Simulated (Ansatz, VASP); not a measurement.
# KCl: VASP beside Ansatz

The input INCAR:

```
SYSTEM = KCl
PREC = Accurate ; ENCUT = 520
EDIFF = 1E-8 ; ISMEAR = -1
SIGMA = 0.01 ; LREAL = .False.
LASPH = .True. ; NELM = 60
ALGO = Normal ; ISIF = 2
LWAVE = .False. ; LCHARG = .False.
GGA = PS ; LEFG = .True.
NBANDS = 15
```

The input KPOINTS:

```
Automatic mesh
0
Gamma
  7 7 7
  0 0 0
```

The input POSCAR:

```
KCl
1.0
    3.5598159191      0.0000000000      0.0000000000
    0.0000000000      3.5598159191      0.0000000000
    0.0000000000      0.0000000000      3.5598159191
K Cl
1 1
Direct
    0.0000000000      0.0000000000      0.0000000000
    0.5000000000      0.5000000000      0.5000000000
```

Input for Ansatz:

```yaml
crystal:
  lattice:
    - [3.5598159191, 0.0, 0.0]
    - [0.0, 3.5598159191, 0.0]
    - [0.0, 0.0, 3.5598159191]
  atoms:
    - { symbol: K, position: [0.0, 0.0, 0.0] }
    - { symbol: Cl, position: [0.5, 0.5, 0.5] }
kpoints:
  mp_grid: { grid: [7, 7, 7] }
scf:
  occupations: { method: fermi_dirac, width: 0.01 }
hamiltonian:
  xc: pbesol
  pseudopotentials: { kind: paw }
output:
  forces: true
  stress: true
  eigenvalues: true
  efg: { contact_densities: true }
```

Change from the starting cell: volume scaled by 0.94, PAW files.

Alike in both runs: task electric field gradients; functional PBEsol; k mesh 7 × 7 × 7; occupations fermi-dirac, width 0.01 eV; no spin polarisation.

|  | VASP | Ansatz |
| --- | --- | --- |
| version | VASP 6.6.1 | Ansatz 0.2.0 |
| potentials or method | VASP PAW PBE potentials, release 64 (K_sv, Cl) | PAW with Ansatz's default frozen-core files, scalar-relativistic |
| plane-wave cutoff (eV) | 520 | 420 |
| valence electrons in the cell | 16 | 16 |

VASP gave:

| Property | Result |
| --- | --- |
| gap on the k mesh at the Fermi level (eV) | 5.74 |
| pressure (GPa) | 4.7 |
| Vzz of the field gradient on the site that differs most (V/Å²) | 0.0 |

**Question.** What did Ansatz give for the same quantities?

**Answer.** gap on the k mesh at the Fermi level (eV): 5.75; pressure (GPa): 4.6; Vzz of the field gradient on the site that differs most (V/Å²): 0.0.

Caveats: the PAW data sets were made with another functional, which shifts forces and pressure a little (VASP); an odd mesh through Γ misses points on the zone boundary, where band edges often lie.
